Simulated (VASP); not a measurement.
# PtS2 in VASP: further runs

Runs on PtS2. Level: PBE+D3(BJ). Tasks: relaxation of cell and atoms.

Everything below comes from runs of VASP 6.6.1. Logs are shortened: lines on timing, memory, paths and dates and some standing lists are left out, and cuts for length are marked.

### Step 1. The slab as given

The cell holds a slab with vacuum, 12 atoms: a = 3.543 Å, b = 3.543 Å, c = 35.404 Å, α = 90.00°, β = 90.00°, γ = 120.00°.

### Step 2. Relaxation of cell and atoms, PBE+D3(BJ)

The input, INCAR:

```
SYSTEM = PtS2
ALGO = Normal
EDIFF = 1E-6
EDIFFG = -0.01
ENCUT = 600
GGA = PE
IBRION = 2
ISIF = 3
ISMEAR = 0
IVDW = 12
KPAR = 4
LASPH = .True.
LATTICE_CONSTRAINTS = .TRUE. .TRUE. .FALSE.
LCHARG = .False.
LREAL = .False.
LWAVE = .False.
NELM = 80
NSW = 90
PREC = Accurate
SIGMA = 0.03
```

The input, KPOINTS:

```
k-points
0
Gamma
  12 12 1
  0 0 0
```

The input, POSCAR:

```
PtS2
1.0
    3.5432000000      0.0000000000      0.0000000000
   -1.7716000000      3.0685012100      0.0000000000
    0.0000000000      0.0000000000     35.4040152000
S Pt
8 4
Direct
    0.6666666700      0.3333333300      0.2542084500
    0.3333333300      0.6666666700      0.3188230200
    0.6666666700      0.3333333300      0.3965313000
    0.3333333300      0.6666666700      0.4611458600
    0.6666666700      0.3333333300      0.5388541400
    0.3333333300      0.6666666700      0.6034687000
    0.6666666700      0.3333333300      0.6811769800
    0.3333333300      0.6666666700      0.7457915500
    0.0000000000      0.0000000000      0.2865157400
    0.0000000000      0.0000000000      0.4288385800
    0.0000000000      0.0000000000      0.5711614200
    0.0000000000      0.0000000000      0.7134842600
```

Potentials or basis: VASP PAW PBE potentials, release 64 (S, Pt).

Launch:

```sh
cat potpaw_PBE.64/S/POTCAR potpaw_PBE.64/Pt/POTCAR > POTCAR
mpirun -np 4 vasp_std > vasp.out
```

OUTCAR:

```text
SYSTEM = PtS2
   EDIFF = 1E-6
   EDIFFG = -0.01
   ENCUT = 600
   GGA = PE
   IBRION = 2
   ISIF = 3
   ISMEAR = 0
   IVDW = 12
   LASPH = .True.
   LREAL = .False.
   NELM = 80
   NSW = 90
   PREC = Accurate
 IVDW          = 12

 ion  position               nearest neighbor table
   1  0.667  0.333  0.254-   9 2.34   9 2.34   9 2.34
   2  0.333  0.667  0.319-   9 2.34   9 2.34   9 2.34
   3  0.667  0.333  0.397-  10 2.34  10 2.34  10 2.34
   4  0.333  0.667  0.461-  10 2.34  10 2.34  10 2.34
   5  0.667  0.333  0.539-  11 2.34  11 2.34  11 2.34
   6  0.333  0.667  0.603-  11 2.34  11 2.34  11 2.34
   7  0.667  0.333  0.681-  12 2.34  12 2.34  12 2.34
   8  0.333  0.667  0.746-  12 2.34  12 2.34  12 2.34
   9  0.000  0.000  0.287-   2 2.34   2 2.34   2 2.34   1 2.34   1 2.34   1 2.34
  10  0.000  0.000  0.429-   3 2.34   4 2.34   3 2.34   4 2.34   3 2.34   4 2.34
  11  0.000  0.000  0.571-   6 2.34   5 2.34   6 2.34   5 2.34   6 2.34   5 2.34
  12  0.000  0.000  0.713-   7 2.34   7 2.34   7 2.34   8 2.34   8 2.34   8 2.34

  LATTYP: Found a hexagonal cell.
 ALAT       =     3.5432000000
 C/A-ratio  =     9.9921018289

  Lattice vectors:

 A1 = (   3.5432000000,   0.0000000000,   0.0000000000)
 A2 = (  -1.7716000000,   3.0685012100,   0.0000000000)
 A3 = (   0.0000000000,   0.0000000000,  35.4040152000)

Analysis of symmetry for initial positions (statically):
=====================================================================
 Subroutine PRICEL returns:
 Original cell was already a primitive cell.

 Routine SETGRP: Setting up the symmetry group for a
 hexagonal supercell.

 Subroutine GETGRP returns: Found 12 space group operations
 (whereof 12 operations were pure point group operations)
 out of a pool of 24 trial point group operations.

The static configuration has the point symmetry D_3d.

Analysis of symmetry for dynamics (positions and initial velocities):
=====================================================================
 Subroutine PRICEL returns:
 Original cell was already a primitive cell.

 Routine SETGRP: Setting up the symmetry group for a
 hexagonal supercell.

 Subroutine GETGRP returns: Found 12 space group operations
 (whereof 12 operations were pure point group operations)
 out of a pool of 24 trial point group operations.

The dynamic configuration has the point symmetry D_3d.

 Subroutine INISYM returns: Found 12 space group operations
 (whereof 12 operations are pure point group operations),
 and found     1 'primitive' translations

----------------------------------------------------------------------------------------

                                     Primitive cell
[... 99 lines left out ...]
   ISPIN  =      1    spin polarized calculation?
   LNONCOLLINEAR =      F non collinear calculations
   LSORBIT =      F    spin-orbit coupling
   LASPH  =      T    aspherical Exc in radial PAW
   ENCUT  =  600.0 eV  44.10 Ry    6.64 a.u.   7.08  7.08 70.71*2*pi/ulx,y,z
   NELM   =     80;   NELMIN=  2; NELMDL= -5     # of ELM steps
   EDIFF  = 0.1E-05   stopping-criterion for ELM
   LREAL  =      F    real-space projection
   EDIFFG = -.1E-01   stopping-criterion for IOM
   NSW    =     90    number of steps for IOM
   IBRION =      2    ionic relax: 0-MD 1-quasi-New 2-CG
   NFREE  =      1    steps in history (QN), initial steepest desc. (CG)
   ISIF   =      3    stress and relaxation
   ISYM   =      2    0-nonsym 1-usesym 2-fastsym
   POTIM  = 0.5000    time-step for ionic-motion
   TEBEG  =    0.0;   TEEND  =   0.0 temperature during run
   PSTRESS=    0.0 pullay stress
   NELECT =      88.0000    total number of electrons
   NUPDOWN=      -1.0000    fix difference up-down
   EMIN   =  10.00;   EMAX   =-10.00  energy-range for DOS
   EFERMI =   0.00;   METHOD = LEGACY
   ISMEAR =     0;   SIGMA  =   0.03  broadening in eV -4-tet -1-fermi 0-gaus
   EFERMI_NEDOS =   21; number of points for ismear=-14 and -15
   IALGO  =     38    algorithm
   IMIX   =      4    mixing-type and parameters
     AMIX     =   0.40;   BMIX     =  1.00
     AMIX_MAG =   1.60;   BMIX_MAG =  1.00
  volume/ion in A,a.u.               =      32.08       216.47
  Fermi-wavevector in a.u.,A,eV,Ry     =   1.001023  1.891660 13.633688  1.002048
  Thomas-Fermi vector in A             =   2.133418
   LORBIT       =      0    0 simple, 1 ext, 2 COOP (PROOUT), +10 PAW based schemes
   GGA     = PE    functional components
   LHFCALC =     F    Hartree Fock is set to
   AEXX    =    0.0000 exact exchange contribution
   IVDW    =    12    specifies the selected vdW correction
   LEPSILON=     F    determine dielectric tensor
   LRPA    =     F    only Hartree local field effects (RPA)
 conjugate gradient relaxation of ions
 non-spin polarized calculation
 Gauss-broadening in eV      SIGMA  =   0.03
  energy-cutoff  :      600.00
  volume of cell :      384.92
 maximum number of plane-waves:     12921
   NGX = 15   NGY = 15   NGZ =141

--------------------------------------- Ionic step        1  -------------------------------------------

 number of electron      87.9999992 magnetization

 Free energy of the ion-electron system (eV)
  ---------------------------------------------------
  ext. energy  EPLUGINS =         0.00000000
  ---------------------------------------------------
  free energy    TOTEN  =       -61.13814568 eV

  energy without entropy =      -61.13814568  energy(sigma->0) =      -61.13814568

------------------------ aborting loop because EDIFF is reached ----------------------------------------

 Edisp (eV)   -4.61696

 E8    (eV) :    -1.8800
[... 135 lines left out ...]
  FREE ENERGIE OF THE ION-ELECTRON SYSTEM (eV)
  ---------------------------------------------------
  free  energy   TOTEN  =       -66.0654015769 eV

  energy  without entropy=      -66.0654015769  energy(sigma->0) =      -66.06540158

[... ionic steps 4 to 50 ...]

--------------------------------------- Ionic step       51  -------------------------------------------

 number of electron      87.9999995 magnetization

------------------------ aborting loop because EDIFF is reached ----------------------------------------
[... 95 lines left out ...]
--------------------------------------- Ionic step       53  -------------------------------------------

 number of electron      87.9999994 magnetization

 Free energy of the ion-electron system (eV)
  ---------------------------------------------------
  ext. energy  EPLUGINS =         0.00000000
  ---------------------------------------------------
  free energy    TOTEN  =       -61.44263450 eV

  energy without entropy =      -61.44263450  energy(sigma->0) =      -61.44263450

 E-fermi :   1.7625     XC(G=0):  -6.2479

 val. band max:        1.5854845907   @ k =   0.0000   0.0000   0.0000
 cond. band min:       2.1280469972   @ k =   0.2500   0.0000   0.0000
 fundamental gap:      0.5425624064
 Fermi energy:         1.7625331834

 k-point     1 :       0.0000    0.0000    0.0000
  band No.  band energies     occupation
      1     -14.0067      2.00000
      2     -13.7911      2.00000
      3     -13.5542      2.00000
      4     -13.3873      2.00000
      5     -11.9509      2.00000
      6     -11.5177      2.00000
[... 1077 lines left out ...]
  FREE ENERGIE OF THE ION-ELECTRON SYSTEM (eV)
  ---------------------------------------------------
  free  energy   TOTEN  =       -66.2527537709 eV

  energy  without entropy=      -66.2527537709  energy(sigma->0) =      -66.25275377

 reached required accuracy - stopping structural energy minimisation
```

OSZICAR:

```text
N       E                     dE             d eps       ncg     rms          rms(c)
DAV:   1     0.698305927834E+03    0.69831E+03   -0.41351E+04  1976   0.161E+03
DAV:   2     0.514328879875E+01   -0.69316E+03   -0.66683E+03  2516   0.291E+02
DAV:   3    -0.637200116332E+02   -0.68863E+02   -0.66676E+02  2328   0.924E+01
DAV:   4    -0.666607076390E+02   -0.29407E+01   -0.28982E+01  2560   0.195E+01
[... 532 lines left out ...]
DAV:   3    -0.614426537222E+02    0.46788E-04   -0.13606E-04  2328   0.629E-02    0.325E-02
DAV:   4    -0.614426388121E+02    0.14910E-04   -0.70289E-05  2072   0.330E-02    0.172E-02
DAV:   5    -0.614426367636E+02    0.20485E-05   -0.53626E-06  2020   0.141E-02    0.110E-02
DAV:   6    -0.614426353568E+02    0.14068E-05   -0.19358E-06   988   0.930E-03    0.461E-03
DAV:   7    -0.614426344962E+02    0.86057E-06   -0.94830E-07   988   0.634E-03
  53 F= -.66252754E+02 E0= -.66252754E+02  d E =-.950374E-04
```

It took 45 min on 4 MPI ranks of Intel Xeon 6975P-C (Granite Rapids), shared host; peak memory 0.8 GiB.

Results:

| Item | Value |
| --- | --- |
| Free energy | -66.2528 eV |
| Relaxed volume | 32.49 Å³/atom |
| Relaxed cell | a = 3.566 Å, b = 3.566 Å, c = 35.404 Å, α = 90.00°, β = 90.00°, γ = 120.00° |
| Space group after relaxing (to 0.05 Å) | P-3m1 (No. 164) |
| Energy gained by relaxing | 41.5 meV/atom |
| Ionic steps | 53 |
| Largest force after relaxing | 0.010 eV/Å |
| Band gap on the k mesh | 0.54 eV, indirect (least direct gap 1.00 eV) |
| Dispersion energy per atom | -0.401 eV |

Forces on the atoms (eV/Å):
```
S    0.000  0.000  0.006
S    0.000  0.000  0.003
S    0.000  0.000 -0.003
S    0.000  0.000 -0.010
S    0.000  0.000  0.010
S    0.000  0.000  0.003
S    0.000  0.000 -0.003
S    0.000  0.000 -0.006
Pt   0.000  0.000  0.007
Pt   0.000  0.000 -0.005
Pt   0.000  0.000  0.005
Pt   0.000  0.000 -0.007
```

The path:
```tsv
step	energy change (eV)	largest force (eV/Å)	pressure (GPa)	volume (Å³)
1	0.0000	1.3167	4.27	384.92
3	-0.3103	0.4136	-0.49	399.14
5	-0.3889	0.3270	-0.30	394.45
7	-0.4480	0.1245	-0.10	386.24
9	-0.4491	0.0436	-0.26	386.67
11	-0.4494	0.0614	-0.15	386.25
13	-0.4506	0.0689	-0.16	386.38
15	-0.4544	0.0999	-0.21	386.96
17	-0.4563	0.1588	-0.27	387.73
19	-0.4581	0.1445	-0.23	387.73
21	-0.4640	0.1656	-0.11	387.70
23	-0.4664	0.3258	0.42	387.61
25	-0.4729	0.2125	0.10	388.07
27	-0.4778	0.1148	-0.50	391.61
29	-0.4827	0.0673	-0.13	389.73
31	-0.4832	0.0632	-0.01	389.30
33	-0.4839	0.0484	-0.11	389.52
35	-0.4840	0.0690	-0.17	389.65
37	-0.4846	0.0744	-0.13	389.41
39	-0.4859	0.0985	0.04	388.37
41	-0.4880	0.1076	-0.03	388.54
43	-0.4904	0.1894	-0.33	389.30
45	-0.4917	0.1330	-0.22	389.00
47	-0.4953	0.0973	0.01	388.34
49	-0.4962	0.0789	0.00	388.62
51	-0.4973	0.0531	-0.06	389.44
53	-0.4976	0.0095	-0.03	389.84
```

Final structure:
```yaml
crystal:
  lattice:
    - [3.56575, 0.00000, 0.00000]
    - [-1.78288, 3.08803, 0.00000]
    - [0.00000, 0.00000, 35.40402]
  atoms:
    - { symbol: S, position: [0.66667, 0.33333, 0.26430] }
    - { symbol: S, position: [0.33333, 0.66667, 0.33323] }
    - { symbol: S, position: [0.66667, 0.33333, 0.39919] }
    - { symbol: S, position: [0.33333, 0.66667, 0.46776] }
    - { symbol: S, position: [0.66667, 0.33333, 0.53224] }
    - { symbol: S, position: [0.33333, 0.66667, 0.60081] }
    - { symbol: S, position: [0.66667, 0.33333, 0.66677] }
    - { symbol: S, position: [0.33333, 0.66667, 0.73570] }
    - { symbol: Pt, position: [0.00000, 0.00000, 0.29920] }
    - { symbol: Pt, position: [0.00000, 0.00000, 0.43350] }
    - { symbol: Pt, position: [0.00000, 0.00000, 0.56650] }
    - { symbol: Pt, position: [0.00000, 0.00000, 0.70080] }
```

Caveat: spin-orbit coupling is left out, which moves the levels of the heavy elements. Zero-point motion and thermal expansion aren't in these numbers.

### Step 3. Relaxation of cell and atoms, PBE+D3(BJ)

This run uses another cell than the first one, of 32.49 Å³/atom, 1.013 times its volume.

Changes to INCAR since step 2:

```diff
@@ -2,4 +2,4 @@
 ALGO = Normal
-EDIFF = 1E-6
-EDIFFG = -0.01
+EDIFF = 1E-7
+EDIFFG = -0.005
 ENCUT = 600
```

KPOINTS is that of step 2.

The input, POSCAR:

```
PtS2                                    
1.0
    3.5657532373     -0.0000000000      0.0000000000
   -1.7828766186      3.0880328864      0.0000000000
    0.0000000000      0.0000000000     35.4040152000
  S               Pt            
     8     4
Direct
     0.6666666699999979    0.3333333300000021    0.2643032674640584
     0.3333333300000021    0.6666666699999979    0.3332304882947325
     0.6666666699999979    0.3333333300000021    0.3991930794941230
     0.3333333300000021    0.6666666699999979    0.4677627095721516
     0.6666666699999979    0.3333333300000021    0.5322372904278481
     0.3333333300000021    0.6666666699999979    0.6008069205058774
     0.6666666699999979    0.3333333300000021    0.6667695117052744
     0.3333333300000021    0.6666666699999979    0.7356967325359420
     0.0000000000000000    0.0000000000000000    0.2991995805950827
     0.0000000000000000    0.0000000000000000    0.4335029079991835
     0.0000000000000000    1.0000000000000000    0.5664970920008165
     0.0000000000000000    0.0000000000000000    0.7008004194049170
```

Potentials or basis: VASP PAW PBE potentials, release 64 (S, Pt).

Launch:

```sh
cat potpaw_PBE.64/S/POTCAR potpaw_PBE.64/Pt/POTCAR > POTCAR
mpirun -np 4 vasp_std > vasp.out
```

Wall time 17 min (4 MPI ranks of Intel Xeon 6975P-C (Granite Rapids), shared host); peak memory 0.8 GiB.

It converged, with:

```
Free energy                            : -66.2535 eV
Relaxed volume                         : 32.50 Å³/atom
Relaxed cell                           : a = 3.566 Å, b = 3.566 Å, c = 35.404 Å, α = 90.00°, β = 90.00°, γ = 120.00°
Space group after relaxing (to 0.05 Å) : P-3m1 (No. 164)
Energy gained by relaxing              : 0.0 meV/atom
Ionic steps                            : 20
Largest force after relaxing           : 0.003 eV/Å
Band gap on the k mesh                 : 0.54 eV, indirect (least direct gap 1.00 eV)
Dispersion energy per atom             : -0.401 eV
```

Forces in eV/Å, atoms in the order of the input:
```
S    0.000  0.000  0.001
S    0.000  0.000  0.003
S    0.000  0.000  0.003
S    0.000  0.000  0.000
S    0.000  0.000  0.000
S    0.000  0.000 -0.003
S    0.000  0.000 -0.003
S    0.000  0.000 -0.001
Pt   0.000  0.000  0.001
Pt   0.000  0.000  0.001
Pt   0.000  0.000 -0.001
Pt   0.000  0.000 -0.001
```

Step by step:
| step | energy change (eV) | largest force (eV/Å) | pressure (GPa) | volume (Å³) |
| --- | --- | --- | --- | --- |
| 1 | 0.0000 | 0.0097 | -0.03 | 389.84 |
| 2 | 0.0000 | 0.0065 | -0.02 | 389.80 |
| 3 | 0.0000 | 0.0076 | -0.01 | 389.77 |
| 4 | 0.0000 | 0.0116 | 0.01 | 389.72 |
| 5 | 0.0000 | 0.0116 | 0.01 | 389.72 |
| 6 | -0.0001 | 0.0116 | 0.01 | 389.74 |
| 7 | -0.0001 | 0.0114 | 0.01 | 389.77 |
| 8 | -0.0001 | 0.0114 | 0.00 | 389.83 |
| 9 | -0.0002 | 0.0152 | -0.01 | 389.95 |
| 10 | -0.0002 | 0.0273 | -0.04 | 390.20 |
| 11 | -0.0002 | 0.0201 | -0.03 | 390.05 |
| 12 | -0.0003 | 0.0145 | -0.03 | 390.06 |
| 13 | -0.0003 | 0.0164 | -0.03 | 390.06 |
| 14 | -0.0003 | 0.0108 | -0.01 | 389.97 |
| 15 | -0.0003 | 0.0077 | -0.01 | 389.93 |
| 16 | -0.0003 | 0.0068 | 0.00 | 389.91 |
| 17 | -0.0003 | 0.0065 | -0.03 | 389.99 |
| 18 | -0.0003 | 0.0053 | -0.02 | 389.95 |
| 19 | -0.0003 | 0.0053 | -0.02 | 389.96 |
| 20 | -0.0003 | 0.0035 | -0.02 | 389.94 |

Final structure:
```
CELL_PARAMETERS angstrom
3.56623 0.00000 0.00000
-1.78311 3.08844 0.00000
0.00000 0.00000 35.40402
ATOMIC_POSITIONS crystal
S 0.66667 0.33333 0.26459
S 0.33333 0.66667 0.33347
S 0.66667 0.33333 0.39892
S 0.33333 0.66667 0.46747
S 0.66667 0.33333 0.53253
S 0.33333 0.66667 0.60108
S 0.66667 0.33333 0.66653
S 0.33333 0.66667 0.73541
Pt 0.00000 0.00000 0.29947
Pt 0.00000 0.00000 0.43320
Pt 0.00000 0.00000 0.56680
Pt 0.00000 0.00000 0.70053
```

Levels at points of the mesh, in eV from the valence-band top:
```tsv
k point	band 41	band 42	band 43	band 44	band 45	band 46	band 47	band 48
(0.00, 0.00, 0.00)	-1.30	-1.06	-0.54	0.00	1.64	1.64	1.93	1.93
(0.50, 0.00, 0.00)	-2.72	-2.41	-1.92	-1.50	1.23	1.28	1.58	1.66
```

Caveat: spin-orbit coupling is left out, which moves the levels of the heavy elements. PBE gaps usually lie below the measured ones, often by a third to a half.
